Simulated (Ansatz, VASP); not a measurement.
**Zn: VASP beside Ansatz**

Contents of INCAR:

```
ALGO     = Normal         # electronic algorithm
EDIFF    = 1E-6           # SCF threshold, eV
ENCUT    = 520            # plane-wave cutoff, eV
GGA      = PE             # functional
ISIF     = 2              # what is computed and relaxed
ISMEAR   = 0              # smearing method
LASPH    = T              # aspherical terms in the spheres
LCHARG   = F              # write CHGCAR
LREAL    = F              # projectors in reciprocal space
LWAVE    = F              # write WAVECAR
NBANDS   = 25             # bands
NELM     = 100            # most SCF steps
PREC     = Accurate       # precision mode
SIGMA    = 0.1            # smearing width, eV
```

File KPOINTS:

```
k-points
0
Gamma
  16 16 6
```

POSCAR

```
Zn
1.0
    2.3599940537     -1.3214216132      0.0557920449
    2.3465951467      1.2981955506      0.0349347620
   -1.5054455005     -0.0500346646      7.4331980658
Zn
3
Direct
   -0.0081923059      0.0028051284      0.0016026501
    0.2391409030      0.2129962033      0.6640923587
    0.7690458579      0.7842007657      0.3343063610
```

Input for Ansatz:

```yaml
crystal:
  lattice:
    - [2.3599940537, -1.3214216132, 0.0557920449]
    - [2.3465951467, 1.2981955506, 0.034934762]
    - [-1.5054455005, -0.0500346646, 7.4331980658]
  atoms:
    - { symbol: Zn, position: [-0.0081923059, 0.0028051284, 0.0016026501] }
    - { symbol: Zn, position: [0.239140903, 0.2129962033, 0.6640923587] }
    - { symbol: Zn, position: [0.7690458579, 0.7842007657, 0.334306361] }
basis:
  ecutwfc: 420
kpoints:
  mp_grid: { grid: [16, 16, 6] }
hamiltonian:
  xc: pbe
scf:
  occupations: { method: gaussian, width: 0.1 }
output:
  forces: true
  stress: true
  eigenvalues: true
```

Change from the starting cell: all atoms moved at random, cell strained at random.

Alike in both runs: task single point; functional PBE; k mesh 16 × 16 × 6; occupations gaussian, width 0.1 eV; no spin polarisation.

```csv
,VASP,Ansatz
version,VASP 6.6.1,Ansatz 0.2.0
potentials or method,"VASP PAW PBE potentials, release 64 (Zn)","scalar-relativistic, plane waves, PAW"
plane-wave cutoff (eV),520,420
valence electrons in the cell,36,36
```

Ansatz gave:

```
gap on the k mesh at the Fermi level (eV)       : none
pressure (GPa)                                  : -0.4
largest component of the traceless stress (GPa) : 2.27
rms of the force components (eV/Å)              : 0.026
```

Problem. Estimate VASP's values.

Solution. gap on the k mesh at the Fermi level (eV): none; pressure (GPa): -0.1; largest component of the traceless stress (GPa): 2.22; rms of the force components (eV/Å): 0.026.

Atom by atom the forces differ by 0.001 eV/Å (rms over components). A gap of «none» marks a metal or a gap that the smearing closes. The functional is the same, so the differences come from potentials, cutoffs and numerics.
